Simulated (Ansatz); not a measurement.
# WSe$_{2}$: do energies and stresses tell the same story?

Computed with Ansatz 0.2.0, DFT PBEsol+D3(BJ), scalar-relativistic, plane waves, PAW.

Cutoff 420 eV; k points 12×12×4 on the computed 6-atom cell (Γ-centred); Gaussian smearing, width 0.02 eV; no spin polarisation.

Relaxed cell: P6_3/mmc, a = 3.231 Å, b = 3.231 Å, c = 12.417 Å, α = 90.00°, β = 90.00°, γ = 120.00°, 6 atoms in the primitive cell.

Energies at zero smearing and pressures from the stress tensor, at volumes with shape and atoms relaxed:
```csv
V (Å³/atom),E − E(first) (meV/atom),P (GPa)
16.463,0.00,14.30
17.025,-41.24,9.41
17.586,-67.05,5.46
18.147,-80.51,2.33
18.708,-84.34,-0.03
19.270,-80.93,-1.81
19.831,-72.39,-2.99
20.579,-56.22,-3.81
```

Check P = −dE/dV between neighbouring volumes, and get the bulk modulus from the pressures alone.

With 1 eV/Å³ = 160.2 GPa:
```
middle V (Å³/atom)  −ΔE/ΔV (GPa) mean P (GPa)
            16.744        11.773        11.855
            17.305         7.367         7.435
            17.867         3.844         3.896
            18.428         1.093         1.150
            18.989        -0.976        -0.919
            19.550        -2.437        -2.397
            20.205        -3.462        -3.401
```

The two differ by 0.08 GPa at most. The mean of two end pressures misses the average over a step by about ΔV² P″/12, up to 0.08 GPa here; with that taken off 0.01 GPa remains. Around V = 18.708 Å³/atom, the two neighbours give B = −V ΔP/ΔV = 18.708 × 4.14 / 1.123 = 69.0 GPa, against B0 = 66.5 GPa from the Birch–Murnaghan fit of the energies.

Spin–orbit coupling is left out, which can shift energies with elements as heavy as these.

Cost: 9 runs of about 9.9 core-minutes in all, on Intel Xeon 6975P-C (Granite Rapids) (shared hosts).